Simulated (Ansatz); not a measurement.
**Relativity in Na**

```
Na
1.0
    -2.11750    2.11750    2.11750
     2.11750   -2.11750    2.11750
     2.11750    2.11750   -2.11750
Na
1
Direct
  0.00000 0.00000 0.00000
```

The cell is a measured one (Crystallography Open Database entry 9011002); the temperature and pressure of the measurement aren't taken into account, and nothing was relaxed.

One fixed cell is solved with PBE by LAPW (all electrons) in Ansatz 0.2.0 under different relativistic treatments. Pressure is positive in compression.

Numerical set-up: a Γ-centred 11×11×11 k mesh, Fermi–Dirac smearing of 0.03 eV, basis error target 0.5 meV/atom, no spin polarisation.

| setting | P (GPa) | lowest level at Γ above −25 eV, from the valence-band top or, without a gap, the Fermi level (eV) |
| --- | --- | --- |
| scalar-relativistic | -0.20 | -24.93 |
| non-relativistic | -0.18 | -24.96 |
